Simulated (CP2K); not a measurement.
## SnSe under changes of volume

One of the cells (27.271 Å³/atom); the others are scaled copies at fixed shape and fractional positions:

```
Sn Se
1.0
     4.25678    0.00000    0.00000
     2.12839    3.68648    0.00000
     2.12839    1.22883    3.47565
Sn Se
1 1
Direct
  0.00000 0.00000 0.00000
  0.50000 0.50000 0.50000
```

Measurements of this composition are mostly on another form, of space group No. 62.

| Item | Value |
| --- | --- |
| Program | CP2K 2026.2 |
| Functional | PBEsol |
| Potentials or basis | POTENTIAL_UZH Sn GTH-PBE-q4, Se GTH-PBE-q6; DZVP-MOLOPT-PBE-GTH basis |
| Density cutoff | 6123 eV |
| k mesh | 8 × 8 × 8 |
| Occupations | fermi-dirac, width 0.1 eV |
| Spin | no spin polarisation |

```csv
volume (Å³/atom),energy over the lowest point (meV/atom),pressure (GPa),gap on the mesh (eV)
25.635,22.62,4.2,0.78
26.180,10.60,2.8,0.77
26.725,3.24,1.5,0.74
27.271,0.00,0.4,0.71
27.816,?,?,?
28.362,4.34,-1.6,0.55
28.907,11.23,-2.4,0.47
```

What does the run at 27.816 Å³/atom give?

Energy over the lowest point 0.48 meV/atom; pressure -0.7 GPa; gap on the mesh 0.63 eV.

Worked out: A Birch-Murnaghan fit of order 3 (a polynomial in V^(-2/3)) to the other rows has its minimum at 27.46 Å³/atom with B0 = V·E''(V) = 53 GPa and B' = 4.3. It gives 0.49 meV/atom at 27.816 Å³/atom, against the run's 0.48, and -dE/dV = -0.7 GPa, against -0.7. A parabola through the other rows of the gap, of slope -3.59 eV per unit of ln V there, gives 0.64 eV, against the run's 0.63.

Energies are extrapolated to zero smearing.

Caveats: the potentials were made for another functional, which shifts forces and pressure; spin-orbit coupling is left out, which moves the levels of the heavy elements; the basis of atomic orbitals isn't converged, which shifts pressures, moduli and gaps.

A mesh can miss the band edges.
